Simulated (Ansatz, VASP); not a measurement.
## Two plane-wave programs on Ga2As3

```xyz
5
Lattice="4.9605 0.0000 0.0000 0.0000 4.9605 0.0000 0.0000 0.0000 4.9605" Properties=species:S:1:pos:R:3 pbc="T T T"
Ga    0.0000    0.0000    0.0000
Ga    2.4802    2.4802    2.4802
As    0.0000    2.4802    2.4802
As    2.4802    0.0000    2.4802
As    2.4802    2.4802    0.0000
```

Alike in both runs: functional PBE; k mesh 4 × 4 × 4; occupations gaussian, width 0.1 eV; no spin polarisation.

Ansatz relaxed the structure, and its values are those at the end. VASP's run is a single point on that final structure, the one shown.

|  | VASP | Ansatz |
| --- | --- | --- |
| version | VASP 6.6.1 | Ansatz 0.2.0 |
| potentials or method | VASP PAW PBE potentials, release 64 (Ga_d, As) | scalar-relativistic, plane waves, PAW |
| plane-wave cutoff (eV) | 520 | 420 |
| valence electrons in the cell | 41 | 71 |

|  | VASP | Ansatz | Ansatz less VASP |
| --- | --- | --- | --- |
| gap on the k mesh at the Fermi level (eV) | none | none | - |
| pressure (GPa) | 0.1 | 0.0 | -0.08 |

A gap of «none» marks a metal or a gap that the smearing closes. The two sets of potentials don't hold the same shells in valence.
